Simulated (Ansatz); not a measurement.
The elements of this relaxed trial crystal are hidden behind letters.

```
lattice vectors (Å)
   3.4929    0.0000    0.0000
  -1.7465    3.0250    0.0000
   0.0000    0.0000   17.7399
fractional positions
X 0.6667 0.3333 0.1371
X 0.0000 0.0000 0.2813
X 0.6667 0.3333 0.4561
X 0.3333 0.6667 0.6371
X 0.0000 0.0000 0.7813
X 0.3333 0.6667 0.9561
Z 0.6667 0.3333 0.0100
Z 0.0000 0.0000 0.1435
Z 0.6667 0.3333 0.3451
Z 0.3333 0.6667 0.5100
Z 0.0000 0.0000 0.6435
Z 0.3333 0.6667 0.8451
```

Level of theory: DFT PBE, scalar-relativistic, plane waves, PAW (Ansatz). Plane waves to 420 eV, a 12×12×2 mesh through Γ for the 12-atom cell and 0.10 eV Gaussian smearing; no spin polarisation.

- Space group: P6_3mc (No. 186)
- Conventional cell: a = 3.493 Å, c = 17.740 Å
- Volume per atom: 15.62 Å³
- Density: 5.70 g/cm³
- Energy over the elements: −2.25 eV/atom
- Gap on the 12×12×2 mesh of the 12-atom cell: 0 eV (a metal)

Energies are uncorrected and count from the elements' standard states at the same level.

**Question.** X is a d-block element of period 5 and Z is a p-block element of period 2. Which elements are they?

**Answer.** X = Zr, Z = O, so the formula is ZrO. Density times volume gives a mean mass of 5.70 × 15.62/1.6605 = 53.6 u per atom, and this set has 53.6 u. Among the elements that the hints allow, noble gases aside, only these give it. Around Zr on its first site lie 3 O at 2.02 Å and 1 O at 2.25 Å; around Zr on its second site lie 4 O at 2.31–2.44 Å; O on its first site has 4 Zr at 2.23–2.25 Å; 3 more sites not described.

The cell is a metal run without spin, though a test with spin on the coarse mesh kept 0.4 μB a cell, so a magnetic state probably lies lower. A structure relaxed within its symmetry needn't be a true minimum.
